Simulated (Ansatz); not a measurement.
CaO, NiAs type, relaxed with r2SCAN: 8 runs in Ansatz, each a construction of maximally localised Wannier functions. Space group P6_3/mmc (No. 194), hexagonal; conventional cell a = 3.320 Å, c = 5.814 Å, 13.87 Å³ an atom. Around Ca lie 6 O at 2.41 Å; around O lie 6 Ca at 2.41 Å. Simulation only: spin-unpolarised, and no claim that this is the phase found in nature.

```
CELL_PARAMETERS angstrom
3.31994 0.00000 0.00000
-1.65997 2.87515 0.00000
0.00000 0.00000 5.81431
ATOMIC_POSITIONS crystal
Ca 0.00000 0.00000 0.00000
Ca 0.00000 0.00000 0.50000
O 0.33333 0.66667 0.25000
O 0.66667 0.33333 0.75000
```

Windows count from the top of the filled bands; a dash means that no such window was set (without an outer window there is no disentanglement).

| functional | SCF mesh | trial orbitals | functions | mesh | window (eV) | frozen (eV) | Ω total (Å²) | Ω invariant (Å²) | largest spread (Å²) | least projectability | interpolation miss of the model's filled bands (eV, to the nearest computed level) |
| --- | --- | --- | --- | --- | --- | --- | --- | --- | --- | --- | --- |
| PBE | 9×9×4 | O s, O p | 8 | 6×6×4 | – | – | 8.23 | 7.27 | 1.03 | 0.90 | 0.010 |
| PBE | 9×9×4 | O s, O p | 8 | 6×6×2 | – | – | 8.03 | 7.09 | 1.00 | 0.90 | 0.048 |
| PBE | 9×9×4 | O s, O p | 8 | 12×12×4 | – | – | 8.41 | 7.44 | 1.05 | 0.90 | 0.003 |
| PBE | 9×9×4 | O p | 6 | 6×6×4 | – | – | 7.06 | 7.03 | 1.19 | 0.90 | 0.010 |
| r2SCAN | 9×9×4 | O s, O p | 8 | 6×6×4 | – | – | 8.21 | 7.26 | 1.03 | 0.89 | 0.008 |
| r2SCAN | 9×9×4 | O p | 6 | 6×6×4 | – | – | 6.81 | 6.79 | 1.15 | 0.91 | 0.008 |
| HSE06 | 6×6×4 | O s, O p | 8 | 6×6×4 | – | – | 8.14 | 7.18 | 1.02 | 0.88 | – |
| HSE06 | 6×6×4 | O p | 6 | 6×6×4 | – | – | 6.67 | 6.65 | 1.13 | 0.92 | – |

For O s, O p with PBE the spread goes 8.03 Å² (6×6×2), 8.23 Å² (6×6×4), 8.41 Å² (12×12×4): finite differences on a coarse mesh understate it.
